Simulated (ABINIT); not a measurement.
Runs of ABINIT 10.8.3 (patched build) on Mo. Symmetry: Im-3m, No. 229, cubic system. Conventional cell: a = 3.168 Å, b = 3.168 Å, c = 3.168 Å, α = 90.00°, β = 90.00°, γ = 90.00°. Around Mo (site symmetry m-3m) lie 8 Mo at 2.74 Å. 

```csv
task,level,potentials or basis,cell,k mesh,cutoff (eV),smearing,cell freedom (optcell),optimiser (ionmov),cutoff smearing ecutsm (Ha),force stop (Ha/bohr),stop of the response cycle (tolvrs),gap on the mesh (eV),pressure (GPa)
relaxation of cell and atoms,PBE,SPMS NC PBE v1.0,relaxed,9 × 9 × 9,599,fermi-dirac 0.05 eV,2,2,0.5,2e-05,-,none,0.0
elastic constants,PBE,SPMS NC PBE v1.0,cell relaxed at zero pressure by an earlier run,20 × 20 × 20,599,fermi-dirac 0.136 eV,-,-,0.5,-,1e-08,none,0.5
single point,LDA,PseudoDojo NC SR LDA v0.4.1 standard,as given,9 × 9 × 9,952,fermi-dirac 0.05 eV,-,-,-,-,-,none,-15.0
single point,PBE,SPMS NC PBE v1.0,cell relaxed,9 × 9 × 9,599,fermi-dirac 0.05 eV,-,-,-,-,-,none,-0.2
optical spectrum,LDA,PseudoDojo NC SR LDA v0.4.1 standard,as given,"16 × 16 × 16, with 2 shifts",952,cold (ABINIT) 0.1 eV,-,-,-,-,-,-,(a)
```

Alike in all rows: no spin polarisation.

Problem. Fill in the values left out.

Solution. (a) -14.6.

Caveats: the mesh is coarse for a metal's response (some runs); the intraband (Drude) term is left out (some runs); spectra need much finer meshes, so this one isn't converged (some runs); independent-particle spectra lack excitons (some runs).

A k mesh can miss the band edges, and the runs leave out spin-orbit coupling on Mo.

A gap of «none» marks a metal or a gap under the smearing width.
